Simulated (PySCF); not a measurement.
Several structures and their simulated spectra, in scrambled order.

A. `InChI=1S/C4H10O/c1-3-5-4-2/h3-4H2,1-2H3`
B. 2-methoxypropane (COC(C)C)
C. SMILES C=C(F)/C=C/F

Spectrum 1. $^{1}$H NMR (500 MHz, computed): δ 7.41 (m, 1H), 5.98 (m, 1H), 4.97 (m, 1H), 4.63 (m, 1H). $^{13}$C{$^{1}$H} NMR (computed): δ 170.1 (C), 164.7 (CH), 113.2 (CH), 99.5 (CH2).

Spectrum 2. $^{1}$H NMR (500 MHz, computed): δ 3.53 (s, 3H), 3.37 (sept, J = 6.3 Hz, 1H), 1.13 (d, J = 6.3 Hz, 6H). $^{13}$C{$^{1}$H} NMR (computed): δ 77.4 (CH), 58.5 (CH3), 23.5 (CH3).

Spectrum 3. $^{1}$H NMR (500 MHz, computed): δ 3.56 (q, J = 7.3 Hz, 4H), 1.28 (t, J = 7.3 Hz, 6H). $^{13}$C{$^{1}$H} NMR (computed): δ 71.3 (CH2), 18.1 (CH3).

All values are calculated (PySCF): GIAO PBE0/pcSseg-1 shieldings, geometry: GFN2-xTB, J couplings at B3LYP/pcJ-1 (spin–dipole term left out of most H,H and C,H couplings). In vacuum, one conformer, averaged over atoms made equivalent by symmetry, fast rotation or ring inversion, non-relativistic.

δ = σ(ref) − σ, references computed at the same level: TMS for $^{1}$H (σref 31.72) and $^{13}$C (σref 186.93). Multiplet labels drop J under 1 Hz and among equivalent protons, and merge close values. Unscaled 3J(H,H) run several per cent high. Splittings of carbon signals by F and P are missing where no couplings were computed. Where no couplings were computed, multiplicities follow the n + 1 count of equivalent neighbours, and m marks all less simple cases (inequivalent or close neighbours, rings, F or P nearby). Shifts are as computed. Against solution values, carbons near 30 ppm lie about +3 ppm off and those near 130 ppm about +5 ppm (rms about the fit 2.1 ppm; single classes can miss by 10 ppm). Of 1328 compounds with measured shifts, 309 miss one by over three times the rms of a fit or turn the order of signals round; such compounds aren't used in these exercises. Signals without a measured value on file couldn't be tested in this way; 1H shifts scatter by 0.2 ppm about their fit, and single ones miss by 0.5 ppm.

Task: Which spectrum belongs to which compound?

Result: 1–C, 2–B, 3–A.

- Spectrum 1 (C): 4 $^{13}$C signals; δC 164.7 is an alkene CH; δC 113.2 is an alkene CH.
- Spectrum 2 (B): 3 $^{13}$C signals; δC 77.4 is an sp3 CH bonded to O; δC 58.5 is a methyl carbon bonded to O.
- Spectrum 3 (A): 2 $^{13}$C signals; δC 71.3 is an sp3 CH2 bonded to O; δC 18.1 is a methyl carbon.
